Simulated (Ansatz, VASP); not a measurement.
# LiF: VASP beside Ansatz

File INCAR:

```
SYSTEM = LiF
PREC = Accurate
ENCUT = 520
EDIFF = 1E-6
ISMEAR = 0
SIGMA = 0.05
LREAL = .FALSE.
LASPH = .TRUE.
NELM = 60
ALGO = Normal
ISIF = 2
LWAVE = .FALSE.
LCHARG = .FALSE.
GGA = PS
IVDW = 12
NBANDS = 12
```

The input KPOINTS:

```
regular mesh
0
G
  10 10 10
  0 0 0
```

Contents of POSCAR:

```
LiF
1.0
    0.0000000000      1.9767055311      1.9767055311
    1.9767055311      0.0000000000      1.9767055311
    1.9767055311      1.9767055311      0.0000000000
Li F
1 1
Direct
    0.0000000000      0.0000000000      0.0000000000
    0.5000000000      0.5000000000      0.5000000000
```

Input for Ansatz:

```yaml
crystal:
  lattice:
    - [0.0, 1.9767055311, 1.9767055311]
    - [1.9767055311, 0.0, 1.9767055311]
    - [1.9767055311, 1.9767055311, 0.0]
  atoms:
    - { symbol: Li, position: [0.0, 0.0, 0.0] }
    - { symbol: F, position: [0.5, 0.5, 0.5] }
basis:
  ecutwfc: 420
  ecutrho_ratio: 4
kpoints:
  mp_grid: { grid: [10, 10, 10] }
hamiltonian:
  xc: pbesol
  dispersion: d3bj
scf:
  occupations: { method: gaussian, width: 0.05 }
output:
  forces: true
  stress: true
  eigenvalues: true
```

Alike in both runs: task single point; functional PBEsol; dispersion D3(BJ); k mesh 10 × 10 × 10; occupations gaussian, width 0.05 eV; no spin polarisation.

|  | VASP | Ansatz |
| --- | --- | --- |
| version | VASP 6.6.1 | Ansatz 0.2.0 |
| potentials or method | VASP PAW PBE potentials, release 64 (Li_sv, F) | scalar-relativistic, plane waves, PAW |
| plane-wave cutoff (eV) | 520 | 420 |
| valence electrons in the cell | 10 | 10 |

|  | VASP | Ansatz | Ansatz less VASP |
| --- | --- | --- | --- |
| gap on the k mesh at the Fermi level (eV) | 9.43 | 9.43 | -0.003 |
| least direct gap on the mesh (eV) | 9.43 | 9.43 | -0.003 |
| dispersion energy (meV/atom) | -152.9 | -152.9 | -0.04 |

 PBEsol gaps usually lie below the measured ones, often by a third to a half. A k mesh can miss the band edges.
